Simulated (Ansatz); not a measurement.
# BaTiO3 (P1) in Ansatz: further runs

The runs below take BaTiO3 through relaxation of cell and atoms, single point, with RPBE, PBE.

Program: Ansatz 0.2.0. These are calculated values, not measurements. Logs are shortened: lines on timing, memory, paths and dates and some standing lists are left out, and cuts for length are marked.

### Step 1. Starting point

The typed cell holds 10 atoms: a = 6.106 Å, b = 5.370 Å, c = 6.060 Å, α = 78.35°, β = 124.86°, γ = 127.36°.

### Step 2. Relaxation of cell and atoms, RPBE

input.yaml

```yaml
crystal:
  lattice:
    - [4.53387605, -2.93796388, -2.84448813]
    - [-4.17915424, -2.17324007, 2.57872365]
    - [-4.67623927, 2.67137974, -2.77803116]
  atoms:
    - { symbol: Ba, position: [0.99294384, 0.49864198, 0.49912084] }
    - { symbol: Ba, position: [0.99811969, 0.99663923, 0.000137] }
    - { symbol: Ti, position: [0.49526869, 0.25090263, 0.73929018] }
    - { symbol: Ti, position: [0.49332958, 0.75157672, 0.24081355] }
    - { symbol: O, position: [0.5108239, 0.50216355, 0.01062875] }
    - { symbol: O, position: [0.51040972, 0.0023124, 0.5087025] }
    - { symbol: O, position: [0.49548448, 0.49573515, 0.49912776] }
    - { symbol: O, position: [0.49557131, 0.99266336, 0.99920158] }
    - { symbol: O, position: [0.01119185, 0.00686691, 0.50886708] }
    - { symbol: O, position: [0.00441694, 0.50249807, 0.00167076] }
hamiltonian:
  xc: rpbe
  pseudopotentials: { kind: paw }
kpoints:
  mp_grid: { grid: [7, 7, 6] }
scf:
  occupations: { method: fermi_dirac, width: 0.05 }
output:
  forces: true
  stress: true
  eigenvalues: true
  write_density: true
  write_potential: true
  elf: true
  volumetric_format: npy
relax:
  f_tol: 0.01
  max_steps: 40
  cell: { stress_tol: 0.05 }
```

Potentials or basis: Ansatz PAW.

On the command line:

```bash
$ ansatz run input.yaml --threads 4 --pin off --max-ram 11264MiB --backend cpu --events-out ev --progress --plain --runs-dir out
```

The log of the run:

```text
Warning: RAYON_NUM_THREADS=4 ignored (pool sized by the plan → 4); use --threads N
Engine: ansatz 0.2.0, aarch64-unknown-linux-gnu
Pseudopotentials: kind: paw
Pseudopotential: Ba, paw, valence charge 10, recommended cutoff 420 eV (normal), Ba.paw.azcp
Pseudopotential: Ti, paw, valence charge 12, recommended cutoff 420 eV (normal), Ti.paw.azcp
Pseudopotential: O, paw, valence charge 6, recommended cutoff 420 eV (normal), O.paw.azcp
Functional definition: RPBE
  parameter kappa = 0.804
  parameter beta = 0.06672455060314922
  exchange = rpbe_x(kappa = kappa, mu = beta*pi^2/3)
  correlation = pbe_c(beta = beta)
Crystal: 10 atoms, lattice volume = 126.341 Å³
Basis set: ecut = 420 eV, 2467 PW (Γ), exchange–correlation on 90×72×90 points (8 copies of the dense FFT grid, shifted against one another)
Bands: 50, of which v1, the nominal top of the filled ones, is band 40 counted from 1 (39 counted from 0)
Symmetry: 1 space group operations
Space group: P1 (ITA 1), of the structure as read, at distance tolerance 5.0e-5 Å
k-points: 148 of 294 (time reversal used)
Non-local potential: Ba, projectors of the file, l = 0: 3, l = 1: 2, l = 2: 2, l = 3: 2
Non-local potential: Ti, projectors of the file, l = 0: 3, l = 1: 2, l = 2: 3, l = 3: 1
Non-local potential: O, projectors of the file, l = 0: 2, l = 1: 2, l = 2: 1
PAW form: soft (Blöchl's): semilocal exchange-correlation on the pseudo side does not see the compensation charge
PAW frozen core: Ba, regenerated for the run's functional, and the local potential with it (the file was generated under x = pbe(κ = 0.804, μ = 0.2195149727645171), c = pbe(β = 0.06672455060314922))
PAW frozen core: Ti, regenerated for the run's functional, and the local potential with it (the file was generated under x = pbe(κ = 0.804, μ = 0.2195149727645171), c = pbe(β = 0.06672455060314922))
PAW frozen core: O, regenerated for the run's functional, and the local potential with it (the file was generated under x = pbe(κ = 0.804, μ = 0.2195149727645171), c = pbe(β = 0.06672455060314922))
PAW one-centre angular grid: Ba, 194 points (default); XC on 64 Gauss nodes
PAW one-centre angular grid: Ti, 590 points (default); XC on 64 Gauss nodes
PAW one-centre angular grid: O, 110 points (default); XC on 64 Gauss nodes
[... 228 lines left out ...]
  E_vpaw       = -613.140657  (= ΣTr[D̂ρ^β])
  E_aug_tail   = 0.014622  (compensation charges beyond the density's cutoff)
  E_ewald      = -5405.370001
  E_core_change = -0.329842  (= ΣΔE_core)
  E_smearing   = -0.000000  (= −TS)
  E_closure    = -0.000000  (closes the sum)
  Σ components = -20357.291438   (vs F -20357.291438, Δ=0.00e0)
--- Forces (eV/Å), atoms counted from 1 ---
  atom   1  Ba    -0.00013856    -0.00006682    -0.00006193
  atom   2  Ba    -0.00017314    -0.00013801    -0.00005414
  atom   3  Ti    -0.00008496     0.00008966     0.00001269
  atom   4  Ti    -0.00015216     0.00006449     0.00004324
  atom   5  O      0.00000992     0.00004930     0.00009088
  atom   6  O      0.00001010     0.00007701     0.00008346
  atom   7  O      0.00009666     0.00008388     0.00003612
  atom   8  O      0.00012188     0.00013211     0.00001079
  atom   9  O      0.00016152    -0.00012608    -0.00006999
  atom  10  O      0.00014874    -0.00016553    -0.00009109
  max |Σ_I F_I| component: 1.23e-8 eV/Å
--- Stress (GPa, compression-positive) ---
       -0.014172       0.001015       0.000740
        0.001015       0.011071       0.007030
        0.000740       0.007030       0.009833
  P = ⅓ Tr σ = 0.0022 GPa (0.022 kbar)
--- Band table (eV; the first three rows and the last of 148) ---
  k-point 0: bands = ["-47.2226", "-47.2209", "-23.4939", "-23.4873", "-23.4728", "-23.4653", "-23.3928", "-23.3428", "-15.9142", "-15.7470", "-7.5382", "-6.9619", "-6.9072", "-6.8587", "-6.8575", "-6.6559", "-1.7099", "-1.4907", "-1.4543", "-1.0921", "-1.0881", "-0.9891", "5.1773", "5.8995", "5.9391", "6.6660", "6.7584", "6.8580", "6.9135", "6.9502", "7.0452", "7.4629", "7.7184", "8.0278", "8.2342", "8.3962", "8.5261", "8.7589", "9.1054", "9.1769", "11.8406", "12.2329", "12.3416", "13.2155", "13.2892", "13.5622", "13.6772", "13.7624", "14.0697", "14.6441"]
  k-point 1: bands = ["-47.2225", "-47.2210", "-23.4925", "-23.4859", "-23.4743", "-23.4668", "-23.3895", "-23.3462", "-15.9004", "-15.7563", "-7.5269", "-6.9725", "-6.9619", "-6.8732", "-6.8542", "-6.6938", "-1.6151", "-1.4291", "-1.3396", "-1.0777", "-1.0627", "-0.9570", "5.2913", "5.9723", "6.0066", "6.6164", "6.6717", "6.7784", "6.8410", "6.8577", "6.9164", "7.2998", "7.5501", "7.9201", "8.0343", "8.4573", "8.5110", "8.6329", "8.9900", "9.0719", "12.0096", "12.1658", "12.3718", "13.1115", "13.2417", "13.4643", "13.9283", "13.9804", "14.3715", "14.9489"]
  k-point 2: bands = ["-47.2222", "-47.2213", "-23.4888", "-23.4819", "-23.4784", "-23.4709", "-23.3805", "-23.3555", "-15.8651", "-15.7826", "-7.4726", "-7.1491", "-6.9570", "-6.9063", "-6.8401", "-6.7577", "-1.4233", "-1.2835", "-1.1035", "-1.0761", "-1.0535", "-0.8375", "5.5743", "6.0755", "6.1928", "6.3125", "6.4641", "6.5927", "6.6938", "6.7094", "6.9096", "6.9803", "7.1607", "7.5008", "8.0756", "8.3591", "8.4383", "8.5185", "8.7411", "8.8455", "12.2079", "12.3800", "12.5289", "12.8332", "13.0708", "13.1906", "14.3535", "14.5920", "15.1508", "15.2495"]
  k-point 147: bands = ["-47.2223", "-47.2211", "-23.4887", "-23.4822", "-23.4757", "-23.4737", "-23.3937", "-23.3421", "-15.8686", "-15.7747", "-7.5230", "-7.1743", "-6.9760", "-6.9262", "-6.8365", "-6.7019", "-1.3936", "-1.2682", "-1.0585", "-1.0172", "-0.9187", "-0.8815", "5.3445", "6.0482", "6.0507", "6.0906", "6.4055", "6.4742", "6.7656", "6.8822", "6.9589", "7.0657", "7.3427", "7.8672", "7.9848", "8.0564", "8.3345", "8.3818", "8.5894", "8.9237", "12.1969", "12.5025", "12.7037", "12.7482", "13.0179", "13.3835", "14.0198", "14.7272", "14.7741", "15.0978"]
--- Relaxed structure (12 steps of the walk, 12 accepted, 4 SCFs on fresh bases) ---
  F+E_penalty+E_count = -20357.29143832 eV   max|allowed force component| = 1.731e-4 eV/Å   (the final SCF, on the basis selected at the relaxed cell)
  cell:  # Å, volume = 141.0804 Å³
    - [4.193042158889624, -2.950294022297143, -2.9540803649074503]
    - [-4.215039618076689, -2.8316238837538275, 2.790720433868425]
    - [-4.234230199129176, 2.7661587767397235, -2.8271704135776883]
  atoms:
    - { symbol: Ba, position: [0.9826943788689972, 0.48148743529300403, 0.48223969837168995] }
    - { symbol: Ba, position: [0.9826925943895638, 0.9814849522422702, -0.01776093938814469] }
    - { symbol: Ti, position: [0.4652511000464521, 0.21407609150695694, 0.7148211741005681] }
    - { symbol: Ti, position: [0.46525068746555714, 0.7140751584656005, 0.2148207304462817] }
    - { symbol: O, position: [0.5059841783300496, 0.5187252632842694, 0.019485041718400955] }
    - { symbol: O, position: [0.5059843998117722, 0.01872637581061653, 0.5194847943762168] }
    - { symbol: O, position: [0.5179471917984674, 0.5172928468697977, 0.5180542816236149] }
    - { symbol: O, position: [0.5179473422013798, 1.0172928974824167, 1.0180542690222307] }
    - { symbol: O, position: [0.03190442309807959, 0.018420048089349144, 0.5191807519936573] }
    - { symbol: O, position: [0.03190370398968137, 0.5184189309557204, 0.019180197735484766] }
```

rho_z.tsv:

```text
# z_ang	rho[e/angstrom^3]
# format = ansatz-planar-average/11
# lattice	4.193042159	-2.950294022	-2.954080365
# lattice	-4.215039618	-2.831623884	2.790720434
# lattice	-4.234230199	2.766158777	-2.827170414
# sites	10
# site	56	0.049076450	-2.928677099	-2.922635152
# site	56	0.058677425	-5.727557898	-0.113689584
# site	22	-1.978239132	-0.001501648	-2.797883891
# site	22	-1.968639760	-2.800390347	0.011061402
# site	8	-0.147338696	-2.907738222	-0.102188268
# site	8	-0.156936700	-0.108851380	-2.911130542
# site	8	-2.202196516	-1.559854886	-1.551065649
# site	8	-6.426830954	-1.592588061	-1.569290906
# site	8	-2.142195460	1.289850317	-1.510655487
# site	8	-2.132596129	-1.509037262	1.298290511
0.000000	8.810896e-1
0.144856	9.055514e-1
0.289712	8.671781e-1
0.434568	7.826985e-1
0.579424	6.842623e-1
0.724280	6.041248e-1
[... 32 lines left out ...]
5.504529	6.696451e-1
5.649385	7.958106e-1
```

v_z.tsv:

```text
# z_ang	v_es[eV]	v_tot[eV]
# format = ansatz-planar-average/11
# xc	rpbe
# density_cutoff_ev	1680
# datasets	Ba=:simpson_from_first_knot:soft:shift=447724	Ti=:simpson_from_first_knot:soft:shift=484770	O=:simpson_from_first_knot:soft:shift=155083
# lattice	4.193042159	-2.950294022	-2.954080365
# lattice	-4.215039618	-2.831623884	2.790720434
# lattice	-4.234230199	2.766158777	-2.827170414
# sites	10
# site	56	0.049076450	-2.928677099	-2.922635152
# site	56	0.058677425	-5.727557898	-0.113689584
# site	22	-1.978239132	-0.001501648	-2.797883891
# site	22	-1.968639760	-2.800390347	0.011061402
# site	8	-0.147338696	-2.907738222	-0.102188268
# site	8	-0.156936700	-0.108851380	-2.911130542
# site	8	-2.202196516	-1.559854886	-1.551065649
# site	8	-6.426830954	-1.592588061	-1.569290906
# site	8	-2.142195460	1.289850317	-1.510655487
# site	8	-2.132596129	-1.509037262	1.298290511
0.000000	1.380115e0	-1.127653e1
0.144856	1.157803e0	-1.153488e1
0.289712	1.435736e0	-1.110831e1
0.434568	2.180289e0	-1.003881e1
0.579424	3.283665e0	-8.435296e0
0.724280	4.650327e0	-6.405290e0
[... 32 lines left out ...]
5.504529	3.216343e0	-8.765105e0
5.649385	2.096996e0	-1.032512e1
```

It took 8.7 min on 4 threads of Arm Neoverse V2, shared host; peak memory 1.1 GiB.

Results:

```
Free energy                            : -20357.2914 eV
Relaxed volume                         : 14.11 Å³/atom
Relaxed cell                           : a = 5.917 Å, b = 5.794 Å, c = 5.794 Å, α = 86.37°, β = 120.82°, γ = 120.82°
Space group after relaxing (to 0.05 Å) : Amm2 (No. 38)
Energy gained by relaxing              : 357.7 meV/atom
Ionic steps                            : 16
Pressure after relaxing                : 0.0 GPa
Band gap on the k mesh                 : 2.66 eV
```

The path:
```
step  energy change (eV)  largest force (eV/Å)  volume (Å³)
   1              0.0000                1.0304       126.34
   2             -1.5619                0.5582       131.66
   3             -2.6614                0.5042       129.86
   4             -3.2218                0.5132       133.17
   5             -3.3148                0.2927       136.79
   6             -3.3159                0.1791       140.03
   7             -3.3234                0.0069       139.17
   8             -3.5347                0.0079       139.17
   9             -3.5675                0.0240       141.07
  10             -3.5678                0.0088       141.11
  11             -3.5761                0.0087       141.11
  12             -3.5767                0.0024       141.15
  13             -3.5770                0.0023       141.15
  14             -3.5774                0.0137       141.03
  15             -3.5773                0.0003       141.08
  16             -3.5770                0.0002       141.08
```

Final structure:
```
Ba Ti O
1.0
     4.19304   -2.95029   -2.95408
    -4.21504   -2.83162    2.79072
    -4.23423    2.76616   -2.82717
Ba Ti O
2 2 6
Direct
  0.98269 0.48149 0.48224
  0.98269 0.98148 0.98224
  0.46525 0.21408 0.71482
  0.46525 0.71408 0.21482
  0.50598 0.51873 0.01949
  0.50598 0.01873 0.51948
  0.51795 0.51729 0.51805
  0.51795 0.01729 0.01805
  0.03190 0.01842 0.51918
  0.03190 0.51842 0.01918
```

Levels at points of the mesh, in eV from the valence-band top:
| k point | band 36 | band 37 | band 38 | band 39 | band 40 | band 41 | band 42 | band 43 | band 44 | band 45 |
| --- | --- | --- | --- | --- | --- | --- | --- | --- | --- | --- |
| (0.00, 0.00, 0.00) | -0.78 | -0.65 | -0.42 | -0.07 | 0.00 | 2.66 | 3.06 | 3.16 | 4.04 | 4.11 |
| (0.00, 0.00, -0.50) | -1.03 | -0.63 | -0.63 | -0.57 | -0.57 | 3.30 | 3.30 | 3.62 | 3.62 | 3.63 |

Caveat: odd divisions of the mesh miss points on the zone boundary, where band edges often lie, so the gap on the mesh can be too wide; the plane-wave basis is chosen anew once the cell has moved, so the energies of steps on either side of that aren't comparable; the pressure holds a Pulay correction of +0.4 GPa for the finite cutoff; spin-orbit coupling is left out, which moves the levels of the heavy elements; the volume moved by +12 % from the deposited cell, more than functionals usually miss; the PAW data sets come from PBE, with cores solved anew for the run's functional, which leaves a small shift of forces and pressure. RPBE and its kin give volumes clearly too large for solids.

### Step 3. Single point, PBE

Edit input.yaml of step 2 so:

```diff
@@ -17,3 +17,3 @@
 hamiltonian:
-  xc: rpbe
+  xc: pbe
   pseudopotentials: { kind: paw }
@@ -23,2 +23,4 @@
   occupations: { method: fermi_dirac, width: 0.05 }
+basis:
+  ecutwfc: "800 eV"
 output:
@@ -27,9 +29 @@
   eigenvalues: true
-  write_density: true
-  write_potential: true
-  elf: true
-  volumetric_format: npy
-relax:
-  f_tol: 0.01
-  max_steps: 40
-  cell: { stress_tol: 0.05 }
```

Potentials or basis: Ansatz PAW.

On the command line:

```bash
$ ansatz run input.yaml --threads 4 --pin off --max-ram 11264MiB --backend cpu --events-out ev --progress --plain --runs-dir out
```

The log of the run:

```text
Warning: RAYON_NUM_THREADS=4 ignored (pool sized by the plan → 4); use --threads N
[... 5 set-up lines as earlier in the session ...]
Functional definition: PBE
[... 2 set-up lines as earlier in the session ...]
  exchange = pbe_x(kappa = kappa, mu = beta*pi^2/3)
[... 1 set-up line as earlier in the session ...]
Crystal: 10 atoms, lattice volume = 126.341 Å³
Basis set: ecut = 800 eV, 6481 PW (Γ), exchange–correlation on 120×100×120 points (8 copies of the dense FFT grid, shifted against one another)
Bands: 50, of which v1, the nominal top of the filled ones, is band 40 counted from 1 (39 counted from 0)
[... 2 set-up lines as earlier in the session ...]
k-points: 148 of 294 (time reversal used)
[... 7 set-up lines as earlier in the session ...]
Initial density: superposition of atomic densities (neutral atoms: chi_scale 0, normalization atom), corrected by the library's trained network
Initial wavefunctions: pseudopotential atomic-orbital guess
[... 17 lines left out ...]
Entropy (-TS):   -0.000001 eV (-0.000 meV/atom)
Fermi energy:    11.556685 eV
--- Per-component energies (eV) ---
  E_band       = -261.813298
  E_kinetic    = 1952.203226
  E_local      = -4241.603696  (includes V_loc(G=0)·N_el)
  E_nonlocal   = 410.266372
  E_hartree    = 1666.872226
  E_xc         = -985.237436
  E_vxc        = -1095.409849  (∫ρ·V_xc dr)
  E_paw        = -13491.593243  (= ΣΔE_a)
  E_vpaw       = -621.014384  (= ΣTr[D̂ρ^β])
  E_aug_tail   = 0.000994  (compensation charges beyond the density's cutoff)
  E_ewald      = -5626.925451
  E_smearing   = -0.000001  (= −TS)
  E_closure    = -0.000000  (closes the sum)
  Σ components = -20316.017010   (vs F -20316.017010, Δ=0.00e0)
--- Forces (eV/Å), atoms counted from 1 ---
  atom   1  Ba     0.12326920    -0.22331931    -0.11046532
  atom   2  Ba    -0.02492186    -0.19670708     0.10443748
  atom   3  Ti     0.10665851     0.70924354    -0.49968814
  atom   4  Ti     0.19225002     0.55788154    -0.44038450
  atom   5  O     -0.23856135     0.15068805     0.11778901
  atom   6  O     -0.16434884     0.22162717     0.18075909
  atom   7  O      0.03323571    -0.76289510     0.31872369
  atom   8  O     -0.02967581    -0.91602870     0.43198936
  atom   9  O      0.02754685     0.30072258     0.05764064
  atom  10  O     -0.02544680     0.15879766    -0.16080914
  max |Σ_I F_I| component: 1.03e-5 eV/Å
--- Stress (GPa, compression-positive) ---
       -5.209235      12.803144      -4.524335
       12.803143      36.483451     -14.918126
       -4.524334     -14.918126      12.441862
  P = ⅓ Tr σ = 14.5720 GPa (145.720 kbar)
--- Band table (eV; the first three rows and the last of 148) ---
  k-point 0: bands = ["-45.8736", "-45.8555", "-22.4421", "-22.2831", "-22.1547", "-22.1177", "-22.0841", "-22.0589", "-14.1141", "-13.7614", "-6.9733", "-5.7834", "-5.6467", "-5.3453", "-5.1226", "-4.9887", "-0.4789", "-0.0447", "0.2579", "0.2762", "0.6465", "1.1924", "5.2786", "6.3251", "6.9850", "7.2043", "7.7670", "7.8873", "7.9574", "8.6906", "9.0642", "9.2483", "9.5496", "10.0210", "10.2979", "10.4439", "10.5064", "10.8430", "10.9269", "11.0164", "12.0371", "12.4671", "12.6558", "13.9017", "14.4040", "15.0477", "15.2371", "15.3244", "15.5204"]
  k-point 1: bands = ["-45.8735", "-45.8556", "-22.4317", "-22.2931", "-22.1526", "-22.1204", "-22.0834", "-22.0605", "-14.0875", "-13.7826", "-6.9155", "-5.7885", "-5.7484", "-5.3726", "-5.1484", "-5.0246", "-0.3590", "0.1149", "0.3159", "0.3350", "0.6444", "1.1932", "5.4885", "6.3881", "7.0445", "7.1391", "7.5968", "7.7159", "7.9809", "8.4273", "8.9563", "9.0254", "9.3688", "9.7289", "10.1248", "10.3023", "10.3725", "10.7640", "10.8298", "10.9551", "12.3295", "12.7254", "12.9700", "14.1560", "14.2851", "15.0589", "15.3625", "15.3713", "15.7145"]
  k-point 2: bands = ["-45.8733", "-45.8557", "-22.4035", "-22.3207", "-22.1472", "-22.1269", "-22.0816", "-22.0640", "-14.0175", "-13.8419", "-6.7408", "-6.1005", "-5.6794", "-5.4494", "-5.2013", "-5.0913", "-0.0972", "0.3432", "0.4049", "0.6018", "0.6252", "1.1833", "6.0541", "6.4479", "6.9791", "7.1221", "7.3016", "7.5305", "7.7734", "8.1028", "8.3873", "8.9012", "8.9547", "9.1741", "9.8647", "9.9477", "10.3155", "10.5795", "10.7257", "10.8578", "12.8863", "13.3097", "13.6343", "13.9522", "14.6005", "14.7667", "14.9400", "16.1588", "16.2346"]
  k-point 147: bands = ["-45.8734", "-45.8556", "-22.4440", "-22.2825", "-22.1406", "-22.1301", "-22.0806", "-22.0653", "-14.0241", "-13.8048", "-6.9861", "-5.8329", "-5.6727", "-5.5950", "-5.3812", "-5.1740", "0.1954", "0.3977", "0.4887", "0.8014", "1.0627", "1.3264", "5.2994", "6.6485", "6.9834", "7.1219", "7.6141", "7.6602", "7.8453", "8.4072", "8.6287", "8.7387", "8.9573", "9.1049", "9.5244", "9.6659", "9.9433", "9.9561", "10.2329", "10.4020", "12.6431", "13.3524", "13.6064", "13.6551", "14.6919", "15.1317", "15.2436", "15.9671", "16.3190"]
```

Wall time 48 s (4 threads of Arm Neoverse V2, shared host); peak memory 1.9 GiB.

What came out:

| Item | Value |
| --- | --- |
| Free energy | -20316.0170 eV |
| Pressure | 14.6 GPa |
| Largest force | 1.013 eV/Å |
| Band gap on the k mesh | 1.02 eV |

Forces on the atoms (eV/Å):
```
Ba   0.123 -0.223 -0.110
Ba  -0.025 -0.197  0.104
Ti   0.107  0.709 -0.500
Ti   0.192  0.558 -0.440
O   -0.239  0.151  0.118
O   -0.164  0.222  0.181
O    0.033 -0.763  0.319
O   -0.030 -0.916  0.432
O    0.028  0.301  0.058
O   -0.025  0.159 -0.161
```

Caveat: odd divisions of the mesh miss points on the zone boundary, where band edges often lie, so the gap on the mesh can be too wide; spin-orbit coupling is left out, which moves the levels of the heavy elements; forces of over 1 eV/Å show positions far from the minimum, so gaps and moduli don't describe the material at rest.
